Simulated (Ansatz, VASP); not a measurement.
**MgO: VASP beside Ansatz**

```
Mg O
1.0
     3.30779    0.00000    0.00000
    -1.65389    2.86463    0.00000
     0.00000    0.00000    4.98288
Mg O
2 2
Direct
  0.33333 0.66667 0.01219
  0.66667 0.33333 0.51219
  0.33333 0.66667 0.40244
  0.66667 0.33333 0.90244
```

Change from the starting cell: all Mg atoms moved +0.050 Å, as atom 1 along Cartesian [0 0 1].

Alike in both runs: task single point; functional PBEsol; k mesh 9 × 9 × 6; occupations gaussian, width 0.05 eV; no spin polarisation.

```csv
,VASP,Ansatz
version,VASP 6.6.1,Ansatz 0.2.0
potentials or method,"VASP PAW PBE potentials, release 64 (Mg, O)","scalar-relativistic, plane waves, PAW"
plane-wave cutoff (eV),520,420
valence electrons in the cell,16,32
```

Ansatz gave:

- gap on the k mesh at the Fermi level (eV): 3.42
- least direct gap on the mesh (eV): 3.42
- pressure (GPa): 0.8
- largest component of the traceless stress (GPa): 3.78
- rms of the force components (eV/Å): 0.215

Problem. What did VASP give for the same quantities?

Solution. gap on the k mesh at the Fermi level (eV): 3.42; least direct gap on the mesh (eV): 3.42; pressure (GPa): 0.5; largest component of the traceless stress (GPa): 3.86; rms of the force components (eV/Å): 0.217.

Atom by atom the forces differ by 0.003 eV/Å (rms over components). The functional is the same, so the differences come from potentials, cutoffs and numerics. The two sets of potentials don't hold the same shells in valence.

Caveats: the PAW data sets were made with another functional, which shifts forces and pressure a little (VASP); an odd mesh through Γ misses points on the zone boundary, where band edges often lie.
